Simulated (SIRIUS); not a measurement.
TaN: equation of state with PBEsol

TaN:

```
CELL_PARAMETERS angstrom
2.93800 0.00000 0.00000
-1.46900 2.54438 0.00000
0.00000 0.00000 2.88300
ATOMIC_POSITIONS crystal
Ta 0.00000 0.00000 0.50000
N 0.66667 0.33333 0.00000
```

| Quantity | Value |
| --- | --- |
| Program | SIRIUS 7.10.0 |
| Task | equation of state |
| Functional | PBEsol |
| Potentials or basis | PseudoDojo 0.4.1 PBEsol standard (scalar relativistic) |
| Cutoff | 1152 eV |
| Density cutoff | 4606 eV |
| k mesh | 10 × 10 × 9 |
| Occupations | fermi-dirac, width 0.05 eV |
| Spin | no spin polarisation |

```json
{"Equilibrium volume": "10.62 Å³/atom", "Bulk modulus at fixed shape and positions": "361 GPa", "Pressure derivative of the bulk modulus": "4.3"}
```

Energy against volume, from the lowest point:
```csv
volume (Å³/atom),energy (meV/atom)
10.129,27.31
10.345,7.99
10.560,0.00
10.776,2.17
10.991,13.47
11.207,32.96
11.422,59.80
```

All runs of the series together: 5.8 min on 1 thread of Arm Neoverse V1, with other jobs on the host.

Caveat: the cell was scaled at fixed shape and fractional positions, which overstates the stiffness of a crystal with free parameters, most of all of layers and chains. The run has no spin-orbit coupling, so splittings on Ta are missing.
